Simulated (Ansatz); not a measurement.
Method: DFT PBE, scalar-relativistic, plane waves, PAW in Ansatz 0.2.0. Settings: cutoff 420 eV, Γ-centred meshes spaced at most about 0.3 Å⁻¹, and about 0.25 Å⁻¹ or finer for metals (2π included), Gaussian smearing. No spin polarisation.

Temperature and zero-point effects are left out.

Two forms of Bi6Te were relaxed alike.

A.

```
Bi Te
1.0
     6.65968    0.00000    0.00000
    -3.32984    5.76746    0.00000
     0.00000    0.00000    6.28651
Bi Te
6 1
Direct
  0.42948 0.00000 0.24741
  0.00000 0.42948 0.24741
  0.57052 0.57052 0.24741
  0.00000 0.57052 0.75259
  0.57052 0.00000 0.75259
  0.42948 0.42948 0.75259
  0.00000 0.00000 0.00000
```

B.

```
Bi Te
1.0
     4.46530    0.00000    0.00000
    -2.23265    3.86706    0.00000
     0.00000    0.00000   14.23364
Bi Te
6 1
Direct
  0.00000 0.00000 0.28309
  0.33333 0.66667 0.43337
  0.00000 0.00000 0.71691
  0.66667 0.33333 0.56663
  0.33333 0.66667 0.85327
  0.66667 0.33333 0.14673
  0.00000 0.00000 0.00000
```

**Question.** Which is lower in energy, and by how much?

**Answer.** B is lower, by 46 meV/atom. A has space group P-31m (No. 162), 34.5 Å³/atom and no gap on its mesh; B has space group P-3m1 (No. 164), 35.1 Å³/atom and no gap. Counting Bi atoms around Te (those within 1.25 times the shortest such distance or 1.15 times the sum of covalent radii, 1.27 where that leaves under three; a plus sign parts nearer from farther groups), A has Te 6 and B has Te 6+2. Even the lower one lies +0.04 eV/atom against the reference forms of the elements (uncorrected), so neither is stable at this level. In A, Bi has 6 Bi at 3.25–3.43 Å, 1 Te at 3.26 Å and 1 Te at 4.11 Å; around Te lie 6 Bi at 3.26 Å and 6 Bi at 4.11 Å. In B, Bi on its first site is surrounded by 6 Bi at 3.23–3.35 Å; Bi on its second site is surrounded by 6 Bi at 3.20–3.35 Å; around Te lie 6 Bi at 3.32 Å and 2 Bi at 4.03 Å; 1 more site not described. Both come from invented guesses. The lowest form computed isn't among them: it has space group R-3m (No. 166), 35.0 Å³/atom and lies 31 meV/atom below the best shown.

These runs have no spin–orbit coupling, which can matter for Bi and Te. Cells relaxed within their symmetry can be saddle points. Some types were kept out of the candidates beforehand, so the set may lack a known form.
